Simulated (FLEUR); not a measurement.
**C under changes of volume**

One of the cells (5.672 Å³/atom); the others are scaled copies at fixed shape and fractional positions:

```
C
1.0
     0.00000    1.78337    1.78337
     1.78337    0.00000    1.78337
     1.78337    1.78337    0.00000
C
2
Cartesian
  2.6751 2.6751 2.6751
  1.7834 1.7834 1.7834
```

This isn't the form of C at room conditions, which is graphite.

- Program: FLEUR MaX-R8.1 (later development tree)
- Functional: r2SCAN
- Potentials or basis: all-electron
- Basis: FLAPW
- Kmax: 5.5 1/bohr
- k mesh: 13 × 13 × 13
- Occupations: fermi-dirac, width 0.05 eV
- Spin: no spin polarisation

```csv
volume (Å³/atom),energy over the lowest point (meV/atom),gap on the mesh (eV)
5.332,25.55,4.50
5.445,9.67,4.46
5.672,0.00,4.36
5.899,15.37,4.27
6.012,?,?
```

Q: What does the run at 6.012 Å³/atom give?

A: Energy over the lowest point 31.09 meV/atom; gap on the mesh 4.23 eV.

Worked out: A Birch-Murnaghan fit of order 2 (a polynomial in V^(-2/3)) to the other rows has its minimum at 5.64 Å³/atom with B0 = V·E''(V) = 451 GPa. It gives 30.93 meV/atom at 6.012 Å³/atom, against the run's 31.09. A straight line through the other rows of the gap, of slope -2.31 eV per unit of ln V, extrapolates to 4.23 eV, against the run's 4.23.

Energies are extrapolated to zero smearing.

Caveats: the meta-GGA is that of a development version, with a GGA for the radial functions and cores and without core tails; an odd mesh through Γ misses points on the zone boundary, where band edges often lie.
